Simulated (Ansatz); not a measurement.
## Sn: pressure as volume per atom varies

All results are calculated (Ansatz 0.2.0). Density functional stress and forces at fixed atoms, pressure and stress positive in compression, spin-unpolarised plane waves.

Cell of the first row (space group Fd-3m, No. 227):
```
Sn
1.0
      0.0000     3.2480     3.2480
      3.2480     0.0000     3.2480
      3.2480     3.2480     0.0000
Sn
2
Direct
  0.00000 0.00000 0.00000
  0.25000 0.25000 0.25000
```

Settings of every row: periodic directions 3; functional r2SCAN; spin orbit no; potentials PAW; wave cutoff 500 eV; k mesh 6x6x6; smearing width 0.02 eV.

Limits: small gap without spin-orbit coupling.

Limits of some rows: metal, k mesh may be coarse (row 5, 6).

| row | volume per atom (Å³) | pressure (GPa) |
| --- | --- | --- |
| 1 | 34.265 | 1.56 |
| 2 | 34.494 | ? |
| 3 | 35.432 | 0 |
| 4 | 35.837 | -0.47 |
| 5 | 37.6 | -2.16 |
| 6 | 38.774 | -3.07 |

Question: what pressure should row 2 give?

Worked fit of pressure. Take u = (V_r/V)^(2/3) − 1 with V_r = 35.837 Å³ an atom, which is twice the finite (Eulerian) strain; such expansions in the strain, on which the Birch-Murnaghan equation of state is built, carry the rest volume and the bulk modulus. The shown rows have u = 0.03036, 0.00761, 0, -0.03151, -0.05116. Least squares give pressure = −0.462 + 60.57 × u + 191.4 × u² GPa; a straight line predicts inner rows, each left out in turn, worse (root mean square 0.14 against 0.023 GPa). The rows lie off it by 0.01, -0.01, -0.01, 0.02, -0.01. The pressure vanishes at u = 0.0075, or V = 35.44 Å³ an atom, and there the bulk modulus with atoms relaxed is B = −V dP/dV = (2/3)(1 + u) dP/du = 42.6 GPa. The withheld row has u = 0.02579, so the fit gives −0.462 + 60.57 × (0.02579) + 191.4 × (0.02579)² = 1.23 GPa.

The calculation gave 1.22 GPa. The fit lies 0.01 GPa (0.22 % of the column's range) above it, one unit of the last digit.
